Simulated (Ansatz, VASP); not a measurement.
**PtSe in VASP and in Ansatz**

```
CELL_PARAMETERS angstrom
0.00000 2.97544 2.97544
2.97544 0.00000 2.97544
2.97544 2.97544 0.00000
ATOMIC_POSITIONS crystal
Pt 0.00000 0.00000 0.00000
Se 0.25000 0.25000 0.25000
```

Change from the starting cell: volume scaled by 0.94.

Alike in both runs: task single point; functional PBE; k mesh 8 × 8 × 8; occupations fermi-dirac, width 0.05 eV; no spin polarisation.

|  | VASP | Ansatz |
| --- | --- | --- |
| version | VASP 6.6.1 | Ansatz 0.2.0 |
| potentials or method | VASP PAW PBE potentials, release 64 (Pt, Se) | Ansatz PAW |
| plane-wave cutoff (eV) | 520 | 420 |
| valence electrons in the cell | 16 | 34 |

|  | VASP | Ansatz | Ansatz less VASP |
| --- | --- | --- | --- |
| gap on the k mesh at the Fermi level (eV) | none | none | - |
| pressure (GPa) | -8.8 | -8.8 | +0.03 |

A gap of «none» marks a metal or a gap that the smearing closes. The two sets of potentials don't hold the same shells in valence.

The runs have no spin-orbit coupling, so splittings on Pt are missing.
